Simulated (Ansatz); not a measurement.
BAs (zincblende) at its r2SCAN geometry, run in the plane-wave code Ansatz at 4 levels of theory. No magnetic order and no zero-point or thermal motion.

The LDA input:
```yaml
crystal:
  lattice:
    - [0.0, 2.3918677353, 2.3918677353]
    - [2.3918677353, 0.0, 2.3918677353]
    - [2.3918677353, 2.3918677353, 0.0]
  atoms:
    - { symbol: B, position: [0.0, 0.0, 0.0] }
    - { symbol: As, position: [0.25, 0.25, 0.25] }
kpoints:
  mp_grid: { grid: [10, 10, 10] }
  band_path:
    path:
      - [0.0, 0.0, 0.0]
      - [-0.5, -0.5, 0.0]
      - [-0.375, -0.375, 0.25]
      - [-0.375, 0.0, 0.375]
      - [0.0, 0.0, 0.5]
      - [-0.5, -0.25, 0.25]
      - [0.0, 0.398437, 0.398438]
    npoints: 1
hamiltonian:
  xc: lda
scf:
  occupations: { method: fixed }
  n_extra_bands: 4
output:
  forces: true
  stress: true
  eigenvalues: true
  write_density: true
  write_potential: true
  elf: true
  volumetric_format: npy
```

Main results, then, where recorded, the levels near the gap in eV from the Fermi energy (columns number the bands from 0), one row a point of the path (Γ, X, U, K, L, W, Γ–X (0.80)):
```
Crystal: 2 atoms, lattice volume = 27.368 Å³
Symmetry: 24 space group operations
Space group: F-43m (ITA 216)
```
```
Basis set: ecut = 420 eV, 531 PW (Γ)
k-points: 47 of 1000 (time reversal used)
SCF converged after 6 iterations
Free energy (F): -4923.516150 eV
Fermi energy:    10.773562 eV
--- Stress (GPa, compression-positive) ---
       -4.475437       0.000000       0.000000
        0.000000      -4.475437       0.000000
        0.000000       0.000000      -4.475437
  P = ⅓ Tr σ = -4.4754 GPa (-44.754 kbar)
```
```tsv
band_6	band_7	band_8	band_9	band_10	band_11
0.000	0.000	0.000	3.248	3.248	3.248
-8.391	-4.052	-4.052	1.343	1.435	11.212
-8.007	-5.932	-3.461	1.995	5.468	9.125
-8.007	-5.932	-3.461	1.995	5.468	9.125
-8.712	-1.807	-1.807	2.648	4.758	4.758
-7.905	-5.471	-5.175	5.198	5.830	6.697
-7.203	-3.820	-3.820	1.133	2.221	10.245
```

The LDA gap is indirect, 1.13 eV (Γ to Γ–X (0.80 of the way from Γ)), below the direct gap of 3.25 eV at Γ.

Q: In the first input these blocks are replaced (the band path and keys that only write files left aside):
```yaml
hamiltonian:
  xc: pbe
scf:
  occupations: { method: fermi_dirac, width: 0.02 }
  n_extra_bands: 8
magnetization:
  noncollinear: true
  spin_orbit: true
```
What comes out?

A:
```
Basis set: ecut = 420 eV, 531 PW (Γ)
k-points: 47 of 1000 (time reversal used)
SCF converged after 7 iterations
Free energy (F): -5012.228226 eV
Fermi energy:    11.673818 eV
--- Stress (GPa, compression-positive) ---
        2.160997       0.000000       0.000000
        0.000000       2.160997       0.000000
        0.000000       0.000000       2.160997
  P = ⅓ Tr σ = 2.1610 GPa (21.610 kbar)
```
```tsv
band_12	band_13	band_14	band_15	band_16	band_17	band_18	band_19	band_20	band_21	band_22	band_23
-0.760	-0.760	-0.551	-0.551	-0.551	-0.551	2.520	2.520	2.732	2.732	2.732	2.732
-9.114	-9.114	-4.740	-4.740	-4.609	-4.609	0.829	0.829	0.838	0.838	10.655	10.655
-8.766	-8.702	-6.582	-6.484	-4.084	-4.081	1.430	1.441	4.907	4.943	8.568	8.585
-8.766	-8.702	-6.582	-6.484	-4.084	-4.081	1.430	1.441	4.907	4.943	8.568	8.585
-9.365	-9.365	-2.503	-2.503	-2.358	-2.358	2.050	2.050	4.130	4.130	4.216	4.216
-8.689	-8.612	-6.151	-6.010	-5.778	-5.762	4.646	4.653	5.302	5.304	6.138	6.188
-7.889	-7.889	-4.508	-4.508	-4.377	-4.377	0.573	0.573	1.668	1.668	9.662	9.662
```
With PBE+SOC the valence top lies at Γ and the conduction bottom at Γ–X (0.80 of the way from Γ), 1.12 eV higher; the smallest vertical gap, at Γ, is 3.07 eV. At this geometry PBE+SOC finds +2.16 GPa, compression counted positive: its own equilibrium volume is larger.

Q: In the first input these blocks are replaced (the band path and keys that only write files left aside):
```yaml
kpoints:
  mp_grid: { grid: [6, 6, 6] }
hamiltonian:
  xc: hse06
```
What comes out?

A:
```
Basis set: ecut = 420 eV, 531 PW (Γ)
k-points: 16 of 216 (time reversal used)
Exchange kernel: α = 0.2500, screened, ω = 0.2079 Å⁻¹, Wigner–Seitz truncation, v(0) = 1044.4584 eV·Å³, q-mesh 6×6×6
hybrid outer 1: dexx = +4.285e-3 eV, tail = 5.50e-5 eV
hybrid outer 2: dexx = +8.729e-7 eV, tail = 2.87e-8 eV, Δε = 2.86e-3 eV
hybrid SCF converged: 2 outer / 10 inner (+2 warm-up)
Free energy (F): -5013.475121 eV
Fermi energy:    10.676269 eV
--- Stress (GPa, compression-positive) ---
       -1.055173       0.000000       0.000000
        0.000000      -1.055173       0.000000
        0.000000       0.000000      -1.055173
  P = ⅓ Tr σ = -1.0552 GPa (-10.552 kbar)
```
```tsv
band_6	band_7	band_8	band_9	band_10	band_11
0.000	0.000	0.000	4.112	4.112	4.112
-9.468	-4.452	-4.452	2.074	2.144	12.954
-9.047	-6.463	-3.800	2.758	6.547	10.579
-9.047	-6.463	-3.800	2.758	6.547	10.579
-9.676	-1.984	-1.984	3.533	5.703	5.703
-8.974	-5.951	-5.636	6.179	7.136	7.691
-8.048	-4.194	-4.194	1.833	3.000	11.834
```
With HSE06 the valence top lies at Γ and the conduction bottom at Γ–X (0.80 of the way from Γ), 1.83 eV higher; the smallest vertical gap, at Γ, is 4.11 eV. The mean pressure is -1.1 GPa (compression positive), so HSE06 would shrink the cell's volume. (The program warns that its thresholds are loose for a hybrid's stress.)

HSE06+SOC. Against the first input these blocks differ (the band path and keys that only write files left aside):
```yaml
kpoints:
  mp_grid: { grid: [6, 6, 6] }
hamiltonian:
  xc: hse06
scf:
  occupations: { method: fixed }
  n_extra_bands: 8
magnetization:
  noncollinear: true
  spin_orbit: true
output:
  eigenvalues: true
```

```
Basis set: ecut = 420 eV, 531 PW (Γ)
k-points: 16 of 216 (time reversal used)
Exchange kernel: α = 0.2500, screened, ω = 0.2079 Å⁻¹, Wigner–Seitz truncation, v(0) = 1044.4584 eV·Å³, q-mesh 6×6×6
hybrid outer 1: dexx = +4.322e-3 eV, tail = 5.18e-5 eV
hybrid outer 2: dexx = +1.657e-7 eV, tail = 7.01e-8 eV, Δε = 4.76e-3 eV
hybrid SCF converged: 2 outer / 8 inner (+5 warm-up)
Free energy (F): -5012.732750 eV
Fermi energy:    10.749491 eV
```
```tsv
band_12	band_13	band_14	band_15	band_16	band_17	band_18	band_19	band_20	band_21	band_22	band_23
-0.232	-0.232	0.000	0.000	0.000	0.000	3.896	3.896	4.113	4.113	4.113	4.113
-9.544	-9.544	-4.598	-4.598	-4.456	-4.456	2.001	2.001	2.071	2.071	12.801	12.801
-9.156	-9.088	-6.591	-6.486	-3.874	-3.872	2.679	2.690	6.454	6.491	10.485	10.501
-9.156	-9.088	-6.591	-6.486	-3.874	-3.872	2.679	2.690	6.454	6.491	10.485	10.501
-9.751	-9.751	-2.139	-2.139	-1.980	-1.980	3.460	3.460	5.587	5.587	5.671	5.671
-9.089	-9.008	-6.111	-5.958	-5.709	-5.693	6.101	6.111	7.061	7.064	7.594	7.613
-8.123	-8.123	-4.339	-4.339	-4.197	-4.197	1.760	1.760	2.927	2.927	11.681	11.681
```

With HSE06+SOC the valence top lies at Γ and the conduction bottom at Γ–X (0.80 of the way from Γ), 1.76 eV higher; the smallest vertical gap, at Γ, is 3.90 eV.

Small level splittings and stresses of the hybrids carry the error of their coarser meshes.

Totals of different functionals, or with and without spin-orbit coupling, can't be compared.

Only the levels marked +SOC include spin-orbit coupling.

The meshes of the hybrids are coarse, so their gaps aren't converged to the digits shown.
